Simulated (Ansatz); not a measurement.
# BAs (F-43m) in Ansatz: notebook

Runs on BAs. Level: revPBE+D3(BJ). Tasks: single point, equation of state.

Everything below comes from runs of Ansatz 0.2.0. Logs are shortened: lines on timing, memory, paths and dates and some standing lists are left out, and cuts for length are marked.

**What was measured.**

“Basic Physical Properties of Cubic Boron Arsenide”, 2019, arxiv:1911.11281 quotes, for a bulk crystal of BAs: bulk modulus 148 GPa.

The results are compared with them further down.

### Step 1. Starting point

The structure is cubic, space group F-43m (No. 216). Conventional cell: a = 4.777 Å, b = 4.777 Å, c = 4.777 Å, α = 90.00°, β = 90.00°, γ = 90.00°. Around As (site symmetry -43m) lie 4 B at 2.07 Å. B (site symmetry -43m) has 4 As at 2.07 Å as nearest neighbours.

### Step 2. Single point, revPBE+D3(BJ), 12.81 Å³/atom (volume scaled by 0.94)

input.yaml

```yaml
crystal:
  lattice:
    - [0.0, 2.3397414207, 2.3397414207]
    - [2.3397414207, 0.0, 2.3397414207]
    - [2.3397414207, 2.3397414207, 0.0]
  atoms:
    - { symbol: As, position: [0.75, 0.75, 0.75] }
    - { symbol: B, position: [0.0, 0.0, 0.0] }
hamiltonian:
  xc: revpbe
  pseudopotentials: { kind: paw }
  dispersion: d3bj
kpoints:
  mp_grid: { grid: [10, 10, 10] }
scf:
  occupations: { method: fermi_dirac, width: 0.05 }
output:
  forces: true
  stress: true
  eigenvalues: true
```

Potentials or basis: Ansatz PAW.

On the command line:

```sh
$ ansatz run input.yaml --threads 2 --pin off --max-ram 5120MiB --backend cpu --events-out ev --progress --plain --runs-dir out
```

What it wrote:

```text
Warning: RAYON_NUM_THREADS=2 ignored (pool sized by the plan → 2); use --threads N
Engine: ansatz 0.2.0, x86_64-unknown-linux-gnu
Pseudopotentials: kind: paw
Pseudopotential: As, paw, valence charge 15, recommended cutoff 420 eV (normal), As.paw.azcp
Pseudopotential: B, paw, valence charge 3, recommended cutoff 420 eV (normal), B.paw.azcp
Functional definition: revPBE
  parameter kappa = 1.245
  parameter beta = 0.06672455060314922
  exchange = pbe_x(kappa = kappa, mu = beta*pi^2/3)
  correlation = pbe_c(beta = beta)
Crystal: 2 atoms, lattice volume = 25.617 Å³
Basis set: ecut = 420 eV, 531 PW (Γ), exchange–correlation on 48×48×48 points (8 copies of the dense FFT grid, shifted against one another)
Bands: 13, of which v1, the nominal top of the filled ones, is band 9 counted from 1 (8 counted from 0)
Symmetry: 24 space group operations
Space group: F-43m (ITA 216), of the structure as read, at distance tolerance 2.9e-5 Å
k-points: 47 of 1000 (time reversal used)
Non-local potential: As, projectors of the file, l = 0: 2, l = 1: 2, l = 2: 3, l = 3: 1
Non-local potential: B, projectors of the file, l = 0: 2, l = 1: 2, l = 2: 1
PAW form: soft (Blöchl's): semilocal exchange-correlation on the pseudo side does not see the compensation charge
PAW frozen core: As, regenerated for the run's functional, and the local potential with it (the file was generated under x = pbe(κ = 0.804, μ = 0.2195149727645171), c = pbe(β = 0.06672455060314922))
PAW frozen core: B, regenerated for the run's functional, and the local potential with it (the file was generated under x = pbe(κ = 0.804, μ = 0.2195149727645171), c = pbe(β = 0.06672455060314922))
PAW one-centre angular grid: As, 590 points (default); XC on 64 Gauss nodes
PAW one-centre angular grid: B, 110 points (default); XC on 64 Gauss nodes
Initial density: superposition of atomic densities (neutral atoms: chi_scale 0, normalization atom), corrected by the library's trained network
Initial wavefunctions: pseudopotential atomic-orbital guess
Functional: x = revpbe(κ = 1.245, μ = 0.2195149727645171), c = pbe(β = 0.06672455060314922)
SCF iter   1: F=—  HF=-5018.343906 eV  |F-HF|=—  |Δ(HF+E_count)|=         —  Δρ=1.76e-3  dr2=4.18e-4  ethr=1.77e-3  ⟨swp⟩=5.5  Hψ=3524  notcnv=0
preconditioner: auto → none  [insulator: Δε(μ)=1.129 eV  Ē_g=12.939 eV  σ=0.050 eV  W_gap=1.00  n_scr=8 (ndim 8)  ℏωp=20.8 eV  f_vac=0.000  D(μ)=0.00/eV (n_scr^D=0)  ε∞_Penn≈3.6]
SCF iter   2: F=—  HF=-5018.344036 eV  |F-HF|=—  |Δ(HF+E_count)|=   1.30e-4  Δρ=9.96e-4  dr2=1.74e-4  ethr=2.32e-6  ⟨swp⟩=2.0  Hψ=1404  notcnv=0
SCF iter   3: F=—  HF=-5018.344079 eV  |F-HF|=—  |Δ(HF+E_count)|=   4.28e-5  Δρ=4.79e-4  dr2=3.07e-5  ethr=9.64e-7  ⟨swp⟩=2.6  Hψ=1068  notcnv=0
SCF iter   4: F=—  HF=-5018.344116 eV  |F-HF|=—  |Δ(HF+E_count)|=   3.75e-5  Δρ=1.83e-4  dr2=4.30e-6  ethr=1.71e-7  ⟨swp⟩=2.1  Hψ=769  notcnv=0
SCF iter   5: F=—  HF=-5018.344122 eV  |F-HF|=—  |Δ(HF+E_count)|=   6.18e-6  Δρ=4.44e-5  dr2=3.99e-7  ethr=2.39e-8  ⟨swp⟩=2.9  Hψ=1026  notcnv=0
SCF iter   6: F=-5018.344123 eV  HF=-5018.344123 eV  |F-HF|=1.46e-8  |Δ(HF+E_count)|=   1.60e-7  Δρ=6.68e-6  dr2=6.77e-9  ethr=5.56e-10  ⟨swp⟩=5.3  Hψ=2857  notcnv=0
SCF 1 converged in 6 iterations: F = -5018.344123 eV  dr2 = 6.77e-9
SCF converged after 6 iterations
Free energy (F): -5018.344123 eV
Harris-Foulkes:  -5018.344123 eV  (|F-HF|=1.46e-8)
Internal energy: -5018.344122 eV  (E = F + TS)
E sigma→0 (E₀):  -5018.344122 eV
Entropy (-TS):   -0.000000 eV (-0.000 meV/atom)
Fermi energy:    12.774287 eV
--- Per-component energies (eV) ---
  E_band       = -193.626177
  E_kinetic    = 154.691873
  E_local      = -1637.572549  (includes V_loc(G=0)·N_el)
  E_nonlocal   = -659.033371
  E_hartree    = 919.249238
  E_xc         = -112.486207
  E_vxc        = -118.929557  (∫ρ·V_xc dr)
  E_paw        = -1919.889899  (= ΣΔE_a)
  E_vpaw       = 228.720611  (= ΣTr[D̂ρ^β])
  E_aug_tail   = 0.000004  (compensation charges beyond the density's cutoff)
  E_ewald      = -1761.738944
  E_disp       = -1.387047  (pairwise vdW)
  E_core_change = -0.177220  (= ΣΔE_core)
  E_smearing   = -0.000000  (= −TS)
  E_closure    = -0.000000  (closes the sum)
  Σ components = -5018.344123   (vs F -5018.344123, Δ=0.00e0)
--- Forces (eV/Å), atoms counted from 1 ---
  atom   1  As    -0.00000000     0.00000000    -0.00000000
  atom   2  B     -0.00000000     0.00000000    -0.00000000
  max |Σ_I F_I| component: 5.97e-16 eV/Å
--- Stress (GPa, compression-positive) ---
        6.194706       0.000000       0.000000
        0.000000       6.194706       0.000000
       -0.000000       0.000000       6.194706
  P = ⅓ Tr σ = 6.1947 GPa (61.947 kbar)
--- Band table (eV; the first three rows and the last of 47) ---
  k-point 0: bands = ["-23.6807", "-23.6807", "-23.6807", "-23.6526", "-23.6526", "-3.7682", "12.2241", "12.2241", "12.2241", "15.5847", "15.5847", "15.5847", "17.7181"]
  k-point 1: bands = ["-23.6803", "-23.6797", "-23.6797", "-23.6525", "-23.6525", "-3.5942", "10.7844", "11.8999", "11.8999", "15.8580", "16.0110", "16.0110", "18.4690"]
  k-point 2: bands = ["-23.6792", "-23.6773", "-23.6773", "-23.6522", "-23.6522", "-3.0801", "8.3157", "11.2886", "11.2886", "15.7516", "16.7652", "16.7652", "19.9598"]
  k-point 46: bands = ["-23.6786", "-23.6691", "-23.6607", "-23.6567", "-23.6481", "0.9341", "3.7769", "6.4964", "6.7613", "16.8097", "17.3023", "20.4381", "20.5191"]
```

It took 1.2 s on 2 threads of AMD EPYC 7R43 (Zen 3), shared host; peak memory 0.43 GiB.

What came out:

```
Free energy            : -5018.3441 eV
Pressure               : 6.2 GPa
Band gap on the k mesh : 1.14 eV, indirect (least direct gap 3.36 eV)
```

Caveat: the PAW data sets come from PBE, with cores solved anew for the run's functional, which leaves a small shift of forces and pressure.

### Step 3. Single point, revPBE+D3(BJ), 13.08 Å³/atom (volume scaled by 0.96)

Edit input.yaml of step 2 so:

```diff
@@ -2,5 +2,5 @@
   lattice:
-    - [0.0, 2.3397414207, 2.3397414207]
-    - [2.3397414207, 0.0, 2.3397414207]
-    - [2.3397414207, 2.3397414207, 0.0]
+    - [0.0, 2.3562190158, 2.3562190158]
+    - [2.3562190158, 0.0, 2.3562190158]
+    - [2.3562190158, 2.3562190158, 0.0]
   atoms:
```

Potentials or basis: Ansatz PAW.

On the command line:

```sh
$ ansatz run input.yaml --threads 2 --pin off --max-ram 5120MiB --backend cpu --events-out ev --progress --plain --runs-dir out
```

It took 1.1 s on 2 threads of AMD EPYC 7R43 (Zen 3), shared host; peak memory 0.42 GiB.

It converged, with:

```
Free energy            : -5018.3594 eV
Pressure               : 2.8 GPa
Band gap on the k mesh : 1.16 eV, indirect (least direct gap 3.33 eV)
```

Caveat: the PAW data sets come from PBE, with cores solved anew for the run's functional, which leaves a small shift of forces and pressure.

### Step 4. Single point, revPBE+D3(BJ), 13.35 Å³/atom (volume scaled by 0.98)

Edit input.yaml of step 3 so:

```diff
@@ -2,5 +2,5 @@
   lattice:
-    - [0.0, 2.3562190158, 2.3562190158]
-    - [2.3562190158, 0.0, 2.3562190158]
-    - [2.3562190158, 2.3562190158, 0.0]
+    - [0.0, 2.3724693156, 2.3724693156]
+    - [2.3724693156, 0.0, 2.3724693156]
+    - [2.3724693156, 2.3724693156, 0.0]
   atoms:
```

On the command line:

```sh
$ ansatz run input.yaml --threads 2 --pin off --max-ram 5120MiB --backend cpu --events-out ev --progress --plain --runs-dir out
```

Run time: 1.5 s. Hardware: 2 threads of AMD EPYC 7R43 (Zen 3), shared host; peak memory 0.43 GiB.

The run converged. Its results:

* Free energy: -5018.3636 eV
* Pressure: -0.2 GPa
* Band gap on the k mesh: 1.18 eV, indirect (least direct gap 3.31 eV)

Caveat: the PAW data sets come from PBE, with cores solved anew for the run's functional, which leaves a small shift of forces and pressure.

### Step 5. Single point, revPBE+D3(BJ), 13.63 Å³/atom

Edit input.yaml of step 4 so:

```diff
@@ -2,5 +2,5 @@
   lattice:
-    - [0.0, 2.3724693156, 2.3724693156]
-    - [2.3724693156, 0.0, 2.3724693156]
-    - [2.3724693156, 2.3724693156, 0.0]
+    - [0.0, 2.3885, 2.3885]
+    - [2.3885, 0.0, 2.3885]
+    - [2.3885, 2.3885, 0.0]
   atoms:
@@ -20 +20,5 @@
   eigenvalues: true
+  write_density: true
+  write_potential: true
+  elf: true
+  volumetric_format: npy
```

On the command line:

```sh
$ ansatz run input.yaml --threads 2 --pin off --max-ram 5120MiB --backend cpu --events-out ev --progress --plain --runs-dir out
```

It took 1.6 s on 2 threads of AMD EPYC 7R43 (Zen 3), shared host; peak memory 0.43 GiB.

Results (log left out):

```yaml
Free_energy: -5018.3581 eV
Pressure: -3.0 GPa
Band_gap_on_the_k_mesh: 1.21 eV, indirect (least direct gap 3.28 eV)
```

Caveat: the PAW data sets come from PBE, with cores solved anew for the run's functional, which leaves a small shift of forces and pressure.

### Step 6. Single point, revPBE+D3(BJ), 13.90 Å³/atom (volume scaled by 1.02)

Edit input.yaml of step 5 so:

```diff
@@ -2,5 +2,5 @@
   lattice:
-    - [0.0, 2.3885, 2.3885]
-    - [2.3885, 0.0, 2.3885]
-    - [2.3885, 2.3885, 0.0]
+    - [0.0, 2.4043183418, 2.4043183418]
+    - [2.4043183418, 0.0, 2.4043183418]
+    - [2.4043183418, 2.4043183418, 0.0]
   atoms:
@@ -20,5 +20 @@
   eigenvalues: true
-  write_density: true
-  write_potential: true
-  elf: true
-  volumetric_format: npy
```

Potentials or basis: Ansatz PAW.

On the command line:

```sh
$ ansatz run input.yaml --threads 2 --pin off --max-ram 5120MiB --backend cpu --events-out ev --progress --plain --runs-dir out
```

Wall time 1.3 s (2 threads of AMD EPYC 7R43 (Zen 3), shared host); peak memory 0.44 GiB.

It converged, with:

- Free energy: -5018.3438 eV
- Pressure: -5.4 GPa
- Band gap on the k mesh: 1.23 eV, indirect (least direct gap 3.26 eV)

Caveat: the PAW data sets come from PBE, with cores solved anew for the run's functional, which leaves a small shift of forces and pressure.

### Step 7. Single point, revPBE+D3(BJ), 14.17 Å³/atom (volume scaled by 1.04)

Edit input.yaml of step 6 so:

```diff
@@ -2,5 +2,5 @@
   lattice:
-    - [0.0, 2.4043183418, 2.4043183418]
-    - [2.4043183418, 0.0, 2.4043183418]
-    - [2.4043183418, 2.4043183418, 0.0]
+    - [0.0, 2.419931236, 2.419931236]
+    - [2.419931236, 0.0, 2.419931236]
+    - [2.419931236, 2.419931236, 0.0]
   atoms:
```

On the command line:

```sh
$ ansatz run input.yaml --threads 2 --pin off --max-ram 5120MiB --backend cpu --events-out ev --progress --plain --runs-dir out
```

It took 1.2 s on 2 threads of AMD EPYC 7R43 (Zen 3), shared host; peak memory 0.43 GiB.

Results (log left out):

```yaml
Free_energy: -5018.3215 eV
Pressure: -7.6 GPa
Band_gap_on_the_k_mesh: 1.25 eV, indirect (least direct gap 3.23 eV)
```

Caveat: the PAW data sets come from PBE, with cores solved anew for the run's functional, which leaves a small shift of forces and pressure.

### Step 8. Single point, revPBE+D3(BJ), 14.44 Å³/atom (volume scaled by 1.06)

Edit input.yaml of step 7 so:

```diff
@@ -2,5 +2,5 @@
   lattice:
-    - [0.0, 2.419931236, 2.419931236]
-    - [2.419931236, 0.0, 2.419931236]
-    - [2.419931236, 2.419931236, 0.0]
+    - [0.0, 2.4353452264, 2.4353452264]
+    - [2.4353452264, 0.0, 2.4353452264]
+    - [2.4353452264, 2.4353452264, 0.0]
   atoms:
@@ -20 +20,5 @@
   eigenvalues: true
+  write_density: true
+  write_potential: true
+  elf: true
+  volumetric_format: npy
```

On the command line:

```sh
$ ansatz run input.yaml --threads 2 --pin off --max-ram 5120MiB --backend cpu --events-out ev --progress --plain --runs-dir out
```

Run time: 1.7 s. Hardware: 2 threads of AMD EPYC 7R43 (Zen 3), shared host; peak memory 0.44 GiB.

It converged, with:

* Free energy: -5018.2921 eV
* Pressure: -9.6 GPa
* Band gap on the k mesh: 1.27 eV, indirect (least direct gap 3.21 eV)

Caveat: the PAW data sets come from PBE, with cores solved anew for the run's functional, which leaves a small shift of forces and pressure.

### Step 9. Equation of state, revPBE+D3(BJ)

Potentials or basis: Ansatz PAW.

This step only gathers the single runs of the series.

Results:

| Quantity | Value |
| --- | --- |
| Equilibrium volume | 13.33 Å³/atom |
| Bulk modulus | 142 GPa |
| Pressure derivative of the bulk modulus | 4.3 |

Energy against volume, from the lowest point:
```csv
volume (Å³/atom),energy (meV/atom)
12.809,9.76
13.081,2.13
13.354,0.00
13.626,2.75
13.899,9.93
14.171,21.08
14.444,35.78
```

Caveat: the potentials were made for another functional, which shifts forces and pressure.

### Step 10. How close it comes

Step 9. A measured bulk modulus of BAs is 148 GPa (quoted in “Basic Physical Properties of Cubic Boron Arsenide”, 2019, arxiv:1911.11281); the calculated 142 GPa misses it by -3.8 %. The fit is for a static lattice scaled at fixed shape and fixed fractional positions.
